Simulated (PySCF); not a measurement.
An unknown gives this computed stick spectrum. The calculation used TDDFT B3LYP/def2-SVPD, vertical, gas phase, core orbitals frozen in the response in PySCF 2.14.0, density-fitted response routines. Geometries: PBE0-D3(BJ)/def2-SVP, one conformer each.

```json
{"state": "S1", "E (eV)": "4.62", "f": "0.358", "main configurations (H = HOMO, L = LUMO)": "H→L (93%)"}
{"state": "S2", "E (eV)": "4.65", "f": "0.0000", "main configurations (H = HOMO, L = LUMO)": "H-1→L (99%)"}
{"state": "S3", "E (eV)": "4.71", "f": "0.0000", "main configurations (H = HOMO, L = LUMO)": "H-2→L (99%)"}
{"state": "S4", "E (eV)": "5.56", "f": "0.0002", "main configurations (H = HOMO, L = LUMO)": "H→L+1 (96%)"}
{"state": "S5", "E (eV)": "5.79", "f": "0.026", "main configurations (H = HOMO, L = LUMO)": "H-3→L (86%)"}
{"state": "S6", "E (eV)": "6.17", "f": "0.0000", "main configurations (H = HOMO, L = LUMO)": "H→L+2 (92%)"}
{"state": "S7", "E (eV)": "6.63", "f": "0.013", "main configurations (H = HOMO, L = LUMO)": "H→L+3 (94%)"}
{"state": "S8", "E (eV)": "6.86", "f": "0.0000", "main configurations (H = HOMO, L = LUMO)": "H→L+5 (62%), H-2→L+1 (28%)"}
{"state": "S9", "E (eV)": "7.09", "f": "0.0000", "main configurations (H = HOMO, L = LUMO)": "H→L+4 (97%)"}
{"state": "S10", "E (eV)": "7.19", "f": "0.300", "main configurations (H = HOMO, L = LUMO)": "H-1→L+1 (79%), H-4→L (12%)"}
```

Triplets computed (Tamm–Dancoff): 2.72, 4.40, 4.48, 4.66 eV.

Question: Which structure fits?
A. `C(=C/C#C)/C#C`
B. `CC[SiH](CC)CC`
C. `C1=C[C@H]2C=C[C@@H]1C2`

Answer: A. Its S1, at 4.62 eV, is the lowest among the candidates; the nearest of the others has S1 at 4.88 eV. S1 is HOMO→LUMO (93%). Löwdin shares by element: HOMO carbon 68% or more (atoms not listed hold the other 32%); LUMO carbon 70% or more (atoms not listed hold the other 30%). At the same level the other candidates give, for their lowest levels:
- `C1=C[C@H]2C=C[C@@H]1C2`: 4.88 eV (f 0.000); 5.58 eV (f 0.010); 6.03 eV (f 0.013); 6.75 eV (f 0.033); 6.76 eV (f 0.151); T1 3.48 eV; HOMO -6.28, LUMO -0.60 eV
- `CC[SiH](CC)CC`: 7.25 eV (f 0.010 summed over 2 states); 7.40 eV (f 0.000); 7.49 eV (f 0.005); 7.51 eV (f 0.042 summed over 2 states); 7.93 eV (f 0.000); T1 7.11 eV; HOMO -7.67, LUMO 0.47 eV
